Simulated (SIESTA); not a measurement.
A run of SIESTA 5.4.2 is set up as follows.

Contents of run.py:

```python
from ase import Atoms
from ase.calculators.siesta import Siesta
from ase.units import Ry, GPa
from ase.optimize import LBFGS
from ase.filters import FrechetCellFilter

atoms = Atoms(
    ['Te', 'Sn'],
    cell=[
        [0.0, 3.15085, 3.15085],
        [3.15085, 0.0, 3.15085],
        [3.15085, 3.15085, 0.0],
    ],
    scaled_positions=[
        [0.5, 0.5, 0.5],
        [0.0, 0.0, 0.0],
    ],
    pbc=True,
)

fdf = {
    'SCFMustConverge': False,
    'OccupationFunction': 'FD',
    'ElectronicTemperature': '0.05 eV',
    'MaxSCFIterations': '120',
    'SCF.Mixer.Method': 'Pulay',
    'SCF.Mixer.Weight': '0.25',
    'SCF.Mixer.History': '8',
    'SCF.DM.Tolerance': '5.0e-05',
    'SCF.H.Tolerance': '1.0e-03 eV',
    'WriteForces': 'true',
    'Charge.Mulliken': 'end',
    'Charge.Hirshfeld': 'end',
    'Charge.Voronoi': 'end',
    'SaveRho': 'true',
    'SaveElectrostaticPotential': 'true',
    'PAO.Basis': ['Te.1 4', 'n=5 0 3', '  5.635 0.000 0.000', 'n=5 1 3', '  7.297 0.000 0.000', 'n=4 2 2', '  3.260 0.000', 'n=5 2 1', '  7.297', 'Sn.2 4', 'n=5 0 3', '  6.432 0.000 0.000', 'n=5 1 3', '  8.686 0.000 0.000', 'n=4 2 2', '  3.759 0.000', 'n=5 2 1', '  8.686'],
}
calc = Siesta(
    label="SnTe",
    command="siesta < PREFIX.fdf > PREFIX.out",
    pseudo_path="pseudos",
    pseudo_qualifier="",
    xc=('GGA', 'PBE'),
    basis_set="TZP",
    mesh_cutoff=500 * Ry,
    energy_shift=0.003 * Ry,
    kpts=[7, 7, 7],
    spin="non-polarized",
    fdf_arguments=fdf,
)
atoms.calc = calc

opt = LBFGS(FrechetCellFilter(atoms), trajectory="relax.traj")
converged = opt.run(fmax=0.01, steps=40)
print("converged:", converged)
print("cell (A):", atoms.cell.cellpar().round(5))
print("scaled positions:")
print(atoms.get_scaled_positions().round(6))
print(f"energy = {atoms.get_potential_energy():.6f} eV")
free = atoms.get_potential_energy(force_consistent=True)
print(f"free energy = {free:.6f} eV")
print("forces (eV/A):")
print(atoms.get_forces(apply_constraint=False).round(6))
print("stress (GPa, Voigt order, tension positive):", (atoms.get_stress() / GPa).round(4))
```

Potentials or basis: PseudoDojo 0.4 standard (PBE files), TZP (energy shift 0.003 Ry; two zetas on semicore shells).

Run with:

```sh
$ python run.py
```

Problem. What does it give for the space group after relaxing (to 0.05 Å)?

Solution. Fm-3m (No. 225).

Problem. Predict the Voronoi charges.

Solution. Te -0.17; Sn +0.17 e.

Problem. Predict the Hirshfeld charges.

Solution. Te -0.13; Sn +0.13 e.

The path:
| step | energy change (eV) | largest force (eV/Å) | pressure (GPa) | volume (Å³) |
| --- | --- | --- | --- | --- |
| 1 | 0.0000 | 0.0000 | 2.92 | 62.56 |
| 2 | -0.0124 | 0.0000 | 2.28 | 63.33 |
| 3 | -0.0352 | 0.0000 | 0.23 | 66.32 |
| 4 | -0.0324 | 0.0000 | -0.01 | 66.68 |

Caveat: the basis of atomic orbitals isn't converged, which shifts pressures, moduli and gaps. PBE usually gives volumes a little too large and moduli too small.
